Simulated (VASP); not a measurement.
Runs of VASP 6.6.1 on BeS. All rows change the cell; the cell of one of them follows. Symmetry: F-43m, No. 216, cubic system. The conventional cell has a = 5.145 Å, b = 5.145 Å, c = 5.145 Å, α = 90.00°, β = 90.00°, γ = 90.00°. Around Be (site symmetry -43m) lie 4 S at 2.23 Å. S (site symmetry -43m) has 4 Be at 2.23 Å as nearest neighbours. The cell was built by a generator and needn't be a form met in nature.

```tsv
level	cell	smearing	gap on the mesh (eV)	pressure (GPa)
r2SCAN	hydrostatic strain +5.7%	gaussian 0.01 eV	3.89	(c)
r2SCAN	epitaxial_xy strain -2.0%	gaussian 0.01 eV	(b)	2.9
PBE	hydrostatic strain +5.7%	fermi-dirac 0.02 eV	3.43	(a)
PBE	epitaxial_xy strain -2.0%	fermi-dirac 0.02 eV	2.92	3.0
```

Alike in all rows: task single point; potentials or basis VASP PAW PBE potentials, release 64 (Be, S); no spin polarisation; k mesh 10 × 10 × 10; cutoff (eV) 520.

Q: Fill in the values left out.

A: (a) -11.0; (b) 3.37; (c) -11.8.

Caveats: the PAW data sets were made with another functional, which shifts forces and pressure a little (some runs).

A k mesh can miss the band edges.
